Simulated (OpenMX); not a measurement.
## BP under changes of volume

One of the cells (11.682 Å³/atom); the others are scaled copies at fixed shape and fractional positions:

```
P B
1.0
     0.00000    2.26900    2.26900
     2.26900    0.00000    2.26900
     2.26900    2.26900    0.00000
P B
1 1
Direct
  0.75000 0.75000 0.75000
  0.00000 0.00000 0.00000
```

```yaml
Program: OpenMX 3.8.5
Functional: LDA
Potentials_or_basis: OpenMX 2013 LDA set, P7.0-s2p2d1f1, B7.0-s2p2d1, fixed grid of 27 × 27 × 27 points
k_mesh: 11 × 11 × 11
Occupations: fermi-dirac, width 0.05 eV
Spin: no spin polarisation
```

```tsv
volume (Å³/atom)	energy over the lowest point (meV/atom)	gap on the mesh (eV)
10.981	5.19	1.18
11.214	0.00	1.22
11.448	0.32	1.25
11.682	?	?
11.915	15.43	1.31
12.149	29.32	1.33
12.383	46.90	1.36
```

Problem. What does the run at 11.682 Å³/atom give?

Solution. Energy over the lowest point 5.62 meV/atom; gap on the mesh 1.28 eV.

Worked out: A Birch-Murnaghan fit of order 3 (a polynomial in V^(-2/3)) to the other rows has its minimum at 11.32 Å³/atom with B0 = V·E''(V) = 175 GPa and B' = 4.0. It gives 5.64 meV/atom at 11.682 Å³/atom, against the run's 5.62. A straight line through the other rows of the gap, of slope 1.46 eV per unit of ln V, gives 1.28 eV, against the run's 1.28.

Energies are extrapolated to zero smearing.

Caveats: an odd mesh through Γ misses points on the zone boundary, where band edges often lie; the basis of atomic orbitals isn't converged, which shifts pressures, moduli and gaps.
